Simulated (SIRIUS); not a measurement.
# Be (Im-3m) in SIRIUS: convergence with k mesh

Aim: find how far k mesh must go before the results for Be settle, at PBE. This setting moves, with any that are tied to it; all else stays.

All numbers are computed with SIRIUS 7.10.0; they aren't measurements. Logs are shortened: lines on timing, memory, paths and dates and some standing lists are left out, and cuts for length are marked. The log counts tension as positive stress, the text compression.

## 1. The structure

The structure is cubic, space group Im-3m (No. 229). The conventional cell has a = 2.506 Å, b = 2.506 Å, c = 2.506 Å, α = 90.00°, β = 90.00°, γ = 90.00°. Around Be (site symmetry m-3m) lie 8 Be at 2.17 Å.

This isn't the form of Be at room conditions, which is hcp.

## 2. With k mesh 5 × 5 × 5

Input file sirius.json:

```json
{
  "control": {
    "processing_unit": "cpu",
    "verbosity": 2,
    "num_bands_to_print": 8,
    "print_forces": true,
    "print_stress": true
  },
  "parameters": {
    "electronic_structure_method": "pseudopotential",
    "xc_functionals": ["XC_GGA_X_PBE", "XC_GGA_C_PBE"],
    "gk_cutoff": 6.4,
    "pw_cutoff": 20.0,
    "ngridk": [5, 5, 5],
    "shiftk": [0, 0, 0],
    "smearing": "gaussian",
    "smearing_width": 0.0018374661,
    "num_bands": 8,
    "num_mag_dims": 0,
    "num_dft_iter": 100,
    "energy_tol": 1e-08,
    "density_tol": 1e-06
  },
  "iterative_solver": {
    "type": "davidson",
    "min_tolerance": 1e-10
  },
  "mixer": {
    "type": "anderson",
    "beta": 0.7,
    "max_history": 8
  },
  "settings": {
    "tol_ne": 1e-10
  },
  "unit_cell": {
    "lattice_vectors": [
      [-0.57735026919, 0.57735026919, 0.57735026919],
      [0.57735026919, -0.57735026919, 0.57735026919],
      [0.57735026919, 0.57735026919, -0.57735026919]
    ],
    "lattice_vectors_scale": 4.1015922662,
    "atom_coordinate_units": "lattice",
    "atom_types": ["Be"],
    "atom_files": {
      "Be": "Be.json"
    },
    "atoms": {
      "Be": [
        [0.0, 0.0, 0.0]
      ]
    }
  }
}
```

Potentials or basis: JTH 2.0 PBE (PAW).

Launch:

```
> upf_to_json Be.GGA_PBE-JTH.UPF
> OMP_NUM_THREADS=1 sirius.scf --input=sirius.json --output=out.json --task=0
```

What it wrote:

```text
[info] SIRIUS version : 7.10.0
[info] number of MPI ranks           : 1
[info] MPI grid                      : 1 1
[info] maximum number of OMP threads : 1
[fft] FFT context for density and potential
[fft] =====================================
[fft]   comm size                             : 1
[fft]   plane wave cutoff                     : 20
[fft]   grid size                             : 30 30 30   total : 27000
[fft]   grid limits                           : -14 15   -14 15   -14 15
[fft]   number of G-vectors within the cutoff : 3554
[fft]   local number of G-vectors             : 3554
[fft]   number of G-shells                    : 209
[fft] FFT context for coarse grid
[fft] =====================================
[fft]   comm size                             : 1
[fft]   plane wave cutoff                     : 12.8
[fft]   grid size                             : 20 20 20   total : 8000
[fft]   grid limits                           : -9 10   -9 10   -9 10
[fft]   number of G-vectors within the cutoff : 933
[fft]   local number of G-vectors             : 933
[fft]   number of G-shells                    : 65
[unit cell] lattice vectors
[unit cell]   a1 :      -2.3680553990      2.3680553990      2.3680553990
[unit cell]   a2 :       2.3680553990     -2.3680553990      2.3680553990
[unit cell]   a3 :       2.3680553990      2.3680553990     -2.3680553990
[unit cell] reciprocal lattice vectors
[unit cell]   b1 :       0.0000000000      1.3266550499      1.3266550499
[unit cell]   b2 :       1.3266550499      0.0000000000      1.3266550499
[unit cell]   b3 :       1.3266550499      1.3266550499      0.0000000000
[unit cell] unit cell volume :        53.11724796 [a.u.^3]
[unit cell] 1/sqrt(omega)    :         0.13720888
[unit cell] MT volume        :         0.00000000 ( 0.00%)
[unit cell] IT volume        :        53.11724796 (100.00%)
[unit cell] number of atom types : 1
[unit cell] type id : 0 symbol : Be mt_radius :  14.897682 num_atoms : 1
[unit cell] total number of atoms : 1
[unit cell] number of symmetry classes : 1
[unit cell] number of PAW atoms : 1
[unit cell] PAW atoms : 0
[unit cell] atom id  type id  class id             position                      vector_field
[unit cell] ------------------------------------------------------------------------------------------
[unit cell]      0        0        0      0.00000   0.00000   0.00000      0.00000   0.00000   0.00000
[unit cell] atom id         position (Cartesian, a.u.)
[unit cell] ---------------------------------------------
[unit cell]      0       0.000000    0.000000    0.000000
[unit cell] class id : 0 atom id : 0
[unit cell] minimum bond length:     4.101592
[unit cell] total number of pseudo wave-functions: 8
[sym] space group number   : 229
[sym] international symbol : Im-3m
[sym] Hall symbol          : -I 4 2 3
[sym] space group transformation matrix :
[sym]  -0.5000  0.5000  0.5000
[sym]   0.5000 -0.5000  0.5000
[sym]   0.5000  0.5000 -0.5000
[... 288 lines left out ...]
[find] total charge          : 4.000000
[find] Energy
[find] --------------------------------------------------------------------------------
[find] valence_eval_sum               :      -6.34999721
[find] <rho|V^{XC}>                   :      -2.56767921
[find] <rho|E^{XC}>                   :      -1.98437602
[find] <mag|B^{XC}>                   :       0.00000000
[find] <rho|V^{H}>                    :       2.21650764
[find] one-electron contribution      :      -8.78207177 (Ha),     -17.56414354 (Ry)
[find] hartree contribution           :       1.10825382
[find] xc contribution                :      -1.98437602
[find] ewald contribution             :      -6.14720999
[find] PAW contribution               :       1.04533919
[find] smearing (-TS)                 :      -0.00013269
[find] SCF correction                 :       0.00000000
[find] Total energy                   :     -14.76006478 (Ha),     -29.52012955 (Ry)
[find] Free energy (E-TS)             :     -14.76019747 (Ha),     -29.52039494 (Ry)
[find] band gap (eV)                  :       0.00000000
[find] Efermi                         :       0.36651295
[find] iteration : 13, RMS : 4.721346131625e-10, energy difference : 3.369748924342e-12
[find] Hartree energy of density residual : 1.342084491487e-20
[find] bands are converged : true
[find] iterative solver converged : true
[find] converged after 14 SCF iterations!
[find] Charges and magnetic moments
[find] --------------------------------------------------------------------------------
[find] total charge          : 4.000000
[find] Energy
[find] --------------------------------------------------------------------------------
[find] valence_eval_sum               :      -6.34999721
[find] <rho|V^{XC}>                   :      -2.56767921
[find] <rho|E^{XC}>                   :      -1.98437602
[find] <mag|B^{XC}>                   :       0.00000000
[find] <rho|V^{H}>                    :       2.21650764
[find] one-electron contribution      :      -8.78207177 (Ha),     -17.56414354 (Ry)
[find] hartree contribution           :       1.10825382
[find] xc contribution                :      -1.98437602
[find] ewald contribution             :      -6.14720999
[find] PAW contribution               :       1.04533919
[find] smearing (-TS)                 :      -0.00013269
[find] SCF correction                 :       0.00000000
[find] Total energy                   :     -14.76006478 (Ha),     -29.52012955 (Ry)
[find] Free energy (E-TS)             :     -14.76019747 (Ha),     -29.52039494 (Ry)
[find] band gap (eV)                  :       0.00000000
[find] Efermi                         :       0.36651295
[ground_state] === stress tensor components [kbar] ===
[ground_state] === stress_kin ===
[ground_state] -7470.569525   -0.000000   -0.000000
[ground_state]    -0.000000-7470.569525    0.000000
[ground_state]    -0.000000    0.000000-7470.569525
[ground_state] === stress_har ===
[ground_state] -2046.162030   -0.000000   -0.000000
[ground_state]    -0.000000-2046.162030    0.000000
[ground_state]    -0.000000    0.000000-2046.162030
[ground_state] === stress_ewald ===
[ground_state] 11349.555019    0.000000    0.000000
[ground_state]     0.00000011349.555019   -0.000000
[ground_state]     0.000000   -0.00000011349.555019
[ground_state] === stress_vloc ===
[ground_state] -4191.597369   -0.000000   -0.000000
[ground_state]    -0.000000-4191.597369    0.000000
[ground_state]    -0.000000    0.000000-4191.597369
[ground_state] === stress_xc ===
[ground_state]  3462.963926    0.000000    0.000000
[ground_state]     0.000000 3462.963926   -0.000000
[ground_state]     0.000000   -0.000000 3462.963926
[ground_state] === stress_nonloc ===
[ground_state]  2823.807065    0.000000    0.000000
[ground_state]     0.000000 2823.807065   -0.000000
[ground_state]     0.000000   -0.000000 2823.807065
[ground_state] === stress_us ===
[ground_state] -3940.824926   -0.000000   -0.000000
[ground_state]    -0.000000-3940.824926    0.000000
[ground_state]    -0.000000    0.000000-3940.824926
[ground_state] === stress_us_nl ===
[ground_state] -1117.017860   -0.000000   -0.000000
[ground_state]    -0.000000-1117.017860    0.000000
[ground_state]    -0.000000    0.000000-1117.017860
[ground_state] === stress_total ===
[ground_state]   -12.827840   -0.000000    0.000000
[ground_state]    -0.000000  -12.827840   -0.000000
[ground_state]     0.000000   -0.000000  -12.827840
[ground_state] ==== total Forces in Ha/bohr =====
[ground_state] atom:    0, force:       0.0000000      0.0000000      0.0000000
[ground_state] ==== ultrasoft contribution from Qij =====
[ground_state] atom:    0, force:       0.0000000      0.0000000      0.0000000
[ground_state] ==== non-local contribution from Beta-projector =====
[ground_state] atom:    0, force:       0.0000000      0.0000000      0.0000000
[ground_state] ==== contribution from local potential =====
[ground_state] atom:    0, force:       0.0000000      0.0000000      0.0000000
[ground_state] ==== contribution from core density =====
[ground_state] atom:    0, force:       0.0000000      0.0000000      0.0000000
[ground_state] ==== Ewald forces from ions =====
[ground_state] atom:    0, force:       0.0000000      0.0000000      0.0000000
[~DFT_ground_state] local op. applied: 2198
[~DFT_ground_state] evp. work count: 1130.85
[~DFT_ground_state] number of iterative solver steps: 216
```

Run time: 3 s. Hardware: 1 thread of Arm Neoverse V1, shared host; peak memory 0.1 GiB.

Results:

- Free energy: -401.6454 eV
- Pressure: 1.3 GPa
- Band gap on the k mesh: none (metal or under the smearing width)

## 3. With k mesh 8 × 8 × 8

Edit sirius.json of step 2 so:

```diff
@@ -13,3 +13,3 @@
     "pw_cutoff": 20.0,
-    "ngridk": [5, 5, 5],
+    "ngridk": [8, 8, 8],
     "shiftk": [0, 0, 0],
```

Potentials or basis: JTH 2.0 PBE (PAW).

Launch:

```
> upf_to_json Be.GGA_PBE-JTH.UPF
> OMP_NUM_THREADS=1 sirius.scf --input=sirius.json --output=out.json --task=0
```

Run time: 3.7 s. Hardware: 1 thread of Arm Neoverse V1, shared host; peak memory 0.11 GiB.

Results:

- Free energy: -401.7929 eV
- Pressure: -0.2 GPa
- Band gap on the k mesh: none (metal or under the smearing width)

## 4. With k mesh 11 × 11 × 11

Edit sirius.json of step 3 so:

```diff
@@ -13,3 +13,3 @@
     "pw_cutoff": 20.0,
-    "ngridk": [8, 8, 8],
+    "ngridk": [11, 11, 11],
     "shiftk": [0, 0, 0],
@@ -37,7 +37,6 @@
     "lattice_vectors": [
-      [-0.57735026919, 0.57735026919, 0.57735026919],
-      [0.57735026919, -0.57735026919, 0.57735026919],
-      [0.57735026919, 0.57735026919, -0.57735026919]
+      [-2.368055398988, 2.368055398988, 2.368055398988],
+      [2.368055398988, -2.368055398988, 2.368055398988],
+      [2.368055398988, 2.368055398988, -2.368055398988]
     ],
-    "lattice_vectors_scale": 4.1015922662,
     "atom_coordinate_units": "lattice",
```

Launch:

```
> upf_to_json Be.GGA_PBE-JTH.UPF
> OMP_NUM_THREADS=1 sirius.scf --input=sirius.json --output=out.json --task=0
```

Run time: 4.4 s. Hardware: 1 thread of Arm Neoverse V1, shared host; peak memory 0.12 GiB.

What came out:

```
Free energy            : -401.7726 eV
Pressure               : -0.3 GPa
Band gap on the k mesh : none (metal or under the smearing width)
```

## 5. With k mesh 14 × 14 × 14

Edit sirius.json of step 4 so:

```diff
@@ -13,3 +13,3 @@
     "pw_cutoff": 20.0,
-    "ngridk": [11, 11, 11],
+    "ngridk": [14, 14, 14],
     "shiftk": [0, 0, 0],
```

Launch:

```
> upf_to_json Be.GGA_PBE-JTH.UPF
> OMP_NUM_THREADS=1 sirius.scf --input=sirius.json --output=out.json --task=0
```

Wall time 6 s (1 thread of Arm Neoverse V1, shared host); peak memory 0.13 GiB.

It converged, with:

```yaml
Free_energy: -401.7861 eV
Pressure: -0.5 GPa
Band_gap_on_the_k_mesh: none (metal or under the smearing width)
```

## 6. With k mesh 17 × 17 × 17

Edit sirius.json of step 5 so:

```diff
@@ -13,3 +13,3 @@
     "pw_cutoff": 20.0,
-    "ngridk": [14, 14, 14],
+    "ngridk": [17, 17, 17],
     "shiftk": [0, 0, 0],
```

Potentials or basis: JTH 2.0 PBE (PAW).

Launch:

```
> upf_to_json Be.GGA_PBE-JTH.UPF
> OMP_NUM_THREADS=1 sirius.scf --input=sirius.json --output=out.json --task=0
```

Run time: 8.1 s. Hardware: 1 thread of Arm Neoverse V1, shared host; peak memory 0.15 GiB.

Results (log left out):

- Free energy: -401.7770 eV
- Pressure: -0.3 GPa
- Band gap on the k mesh: none (metal or under the smearing width)

## 7. With k mesh 20 × 20 × 20

Edit sirius.json of step 6 so:

```diff
@@ -13,3 +13,3 @@
     "pw_cutoff": 20.0,
-    "ngridk": [17, 17, 17],
+    "ngridk": [20, 20, 20],
     "shiftk": [0, 0, 0],
```

Launch:

```
> upf_to_json Be.GGA_PBE-JTH.UPF
> OMP_NUM_THREADS=1 sirius.scf --input=sirius.json --output=out.json --task=0
```

Run time: 11 s. Hardware: 1 thread of Arm Neoverse V1, shared host; peak memory 0.18 GiB.

It converged, with:

```yaml
Free_energy: -401.7817 eV
Pressure: -0.3 GPa
Band_gap_on_the_k_mesh: none (metal or under the smearing width)
```

## 8. With k mesh 25 × 25 × 25

Edit sirius.json of step 7 so:

```diff
@@ -13,3 +13,3 @@
     "pw_cutoff": 20.0,
-    "ngridk": [20, 20, 20],
+    "ngridk": [25, 25, 25],
     "shiftk": [0, 0, 0],
```

Launch:

```
> upf_to_json Be.GGA_PBE-JTH.UPF
> OMP_NUM_THREADS=1 sirius.scf --input=sirius.json --output=out.json --task=0
```

It took 18 s on 1 thread of Arm Neoverse V1, shared host; peak memory 0.24 GiB.

Results (log left out):

| Quantity | Value |
| --- | --- |
| Free energy | -401.7818 eV |
| Pressure | -0.4 GPa |
| Band gap on the k mesh | none (metal or under the smearing width) |

## 9. With k mesh 30 × 30 × 30

Edit sirius.json of step 8 so:

```diff
@@ -13,3 +13,3 @@
     "pw_cutoff": 20.0,
-    "ngridk": [25, 25, 25],
+    "ngridk": [30, 30, 30],
     "shiftk": [0, 0, 0],
```

Potentials or basis: JTH 2.0 PBE (PAW).

Launch:

```
> upf_to_json Be.GGA_PBE-JTH.UPF
> OMP_NUM_THREADS=1 sirius.scf --input=sirius.json --output=out.json --task=0
```

Wall time 28 s (1 thread of Arm Neoverse V1, shared host); peak memory 0.33 GiB.

It converged, with:

```yaml
Free_energy: -401.7814 eV
Pressure: -0.4 GPa
Band_gap_on_the_k_mesh: none (metal or under the smearing width)
```

## 10. Summary

```tsv
k mesh	energy less the tightest run, at zero smearing (meV/atom)	pressure (GPa)	SCF cycles	CPU time (s)	peak memory (GiB)
5 × 5 × 5	137.72	1.28	14	3	0.1
8 × 8 × 8	-11.00	-0.24	15	3.7	0.11
11 × 11 × 11	9.04	-0.27	14	4.4	0.12
14 × 14 × 14	-4.71	-0.47	14	6	0.13
17 × 17 × 17	4.52	-0.29	15	8.1	0.15
20 × 20 × 20	-0.23	-0.35	15	11	0.18
25 × 25 × 25	-0.37	-0.39	15	18	0.24
30 × 30 × 30	0.00	-0.38	15	28	0.33
```

Against the tightest run, the energy stays within 1 meV/atom from 20 × 20 × 20 on; the pressure stays within 0.1 GPa from 14 × 14 × 14 on. Meshes of other sizes hit other points, so gaps and Fermi surfaces needn't settle smoothly. The tightest run that finished is the yardstick and may itself not be fully converged.
